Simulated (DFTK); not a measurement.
The system is BaF2 (Frankdicksonite).

```
Ba F
1.0
     0.00000    3.10005    3.10005
     3.10005    0.00000    3.10005
     3.10005    3.10005    0.00000
Ba F
1 2
Direct
  0.00000 0.00000 0.00000
  0.75000 0.75000 0.75000
  0.25000 0.25000 0.25000
```

Base run:

* Program: DFTK 0.8.2
* Functional: PBE
* Potentials or basis: dojo.nc.sr.pbe.v0_4_1.standard.upf (PBE)
* Cutoff: 1143 eV
* k mesh: 8 × 8 × 8
* Occupations: fermi-dirac, width 0.05 eV
* Spin: no spin polarisation

Its results: band gap on the k mesh 6.81 eV, indirect (least direct gap 6.90 eV).

The run is repeated on the same cell with these changes: potentials or basis from dojo.nc.sr.pbe.v0_4_1.standard.upf (PBE) to SG15 1.2 (PBE); cutoff from 1143 eV to 952 eV; k mesh from 8 × 8 × 8 to 7 × 7 × 7. What comes out?

Band gap on the k mesh 6.88 eV, indirect (least direct gap 6.95 eV).

Caveats: spin-orbit coupling is left out, which moves the levels of the heavy elements; this release of the barium file is off (some runs).
